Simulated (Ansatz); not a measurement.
# La2O3: the cost of one run

Method: DFT PBE, scalar-relativistic, in Ansatz 0.2.0.

### 1 The system as given

Symmetry: P321, No. 150, trigonal system. Conventional cell: a = 3.930 Å, b = 3.930 Å, c = 6.120 Å, α = 90.00°, β = 90.00°, γ = 120.00°. La (site symmetry 3) is surrounded by 3 O at 2.14 Å. O (site symmetry 2) has 2 O at 1.70 Å and 2 La at 2.14 Å as nearest neighbours.

Structure file:

```cif
data_structure
_symmetry_space_group_name_H-M 'P 1'
_symmetry_Int_Tables_number 1
_cell_length_a 3.9300
_cell_length_b 3.9300
_cell_length_c 6.1200
_cell_angle_alpha 90.000
_cell_angle_beta 90.000
_cell_angle_gamma 120.000
_cell_volume 81.86
loop_
_atom_site_label
_atom_site_type_symbol
_atom_site_fract_x
_atom_site_fract_y
_atom_site_fract_z
_atom_site_occupancy
La1 La 0.33333 0.66667 0.25000 1
La2 La 0.66667 0.33333 0.75000 1
O1 O 0.25000 0.25000 0.00000 1
O2 O 0.75000 0.00000 0.00000 1
O3 O 0.00000 0.75000 0.00000 1
```

Atoms are numbered in the order of the input: La1, La2, O3, O4, O5.

### 2 After the deformation

Space group P321 before, P321 after.

### 3 Full-potential LAPW

File input.yaml:

```yaml
crystal:
  lattice:
    - [3.9300000706, 0.0, 0.0]
    - [-1.9650000353, 3.403479898, 0.0]
    - [0.0, 0.0, 6.3036]
  atoms:
    - { symbol: La, position: [0.3333333333, 0.6666666667, 0.25] }
    - { symbol: La, position: [0.6666666667, 0.3333333333, 0.75] }
    - { symbol: O, position: [0.25, 0.25, 0.0] }
    - { symbol: O, position: [0.75, 0.0, 0.0] }
    - { symbol: O, position: [0.0, 0.75, 0.0] }
kpoints:
  mp_grid: { grid: [6, 6, 4] }
  band_path:
    path:
      - [0.0, 0.0, 0.0]
      - [0.5, 0.0, 0.0]
      - [0.3333333333, 0.3333333333, 0.0]
      - [0.0, 0.0, 0.0]
      - [0.0, 0.0, 0.5]
      - [0.5, 0.0, 0.5]
      - [0.3333333333, 0.3333333333, 0.5]
      - [0.0, 0.0, 0.5]
      - [0.5, 0.0, 0.5]
    npoints: 5
scf:
  occupations: { method: fermi_dirac, width: 0.02 }
hamiltonian:
  xc: pbe
  pseudopotentials: { kind: all_electron, lapw: { basis_error: 0.001 } }
output:
  forces: true
  stress: true
  eigenvalues: true
```

Command:

```bash
$ ansatz run input.yaml --threads 2 --pin off --max-ram 6144MiB --backend cpu --events-out ev --progress --plain --runs-dir out
```

**Question.** How long does this run take on 2 threads of Intel Xeon 6975P-C (Granite Rapids), shared host, and how much memory does it need?

About 56 s, with a peak of 0.6 GiB.
